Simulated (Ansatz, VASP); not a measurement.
**MgI2: VASP beside Ansatz**

```
Mg I
1.0
     4.12861    0.00000    0.00000
    -2.06430    3.57548    0.00000
     0.00000    0.00000    7.12970
Mg I
1 2
Direct
  0.00000 0.00000 0.00000
  0.33333 0.66667 0.76565
  0.66667 0.33333 0.23435
```

Change from the starting cell: uniaxial strain along c, a, b and atoms relaxed: +1.5 %.

Alike in both runs: functional PBEsol; k mesh 6 × 6 × 4; occupations gaussian, width 0.02 eV; no spin polarisation.

Ansatz relaxed the structure, and its values are those at the end. VASP's run is a single point on that final structure, the one shown.

|  | VASP | Ansatz |
| --- | --- | --- |
| version | VASP 6.6.1 | Ansatz 0.2.0 |
| potentials or method | VASP PAW PBE potentials, release 64 (Mg, I) | scalar-relativistic, plane waves, PAW |
| plane-wave cutoff (eV) | 520 | 420 |
| valence electrons in the cell | 16 | 44 |

VASP gave:

```
gap on the k mesh at the Fermi level (eV) : 3.54
least direct gap on the mesh (eV)         : 3.69
pressure (GPa)                            : -0.1
```

Question: What did Ansatz give for the same quantities?

Answer: gap on the k mesh at the Fermi level (eV): 3.55; least direct gap on the mesh (eV): 3.70; pressure (GPa): 0.0.

The functional is the same, so the differences come from potentials, cutoffs and numerics. The two sets of potentials don't hold the same shells in valence. Ansatz warned: «symmetry_narrowed_by_cell_relaxation».

Caveats: the PAW data sets were made with another functional, which shifts forces and pressure a little (VASP); spin-orbit coupling is left out, which moves the levels of the heavy elements; this functional lacks dispersion, which binds the layers, so the pressure and a relaxed spacing across them are unreliable. A k mesh can miss the band edges.
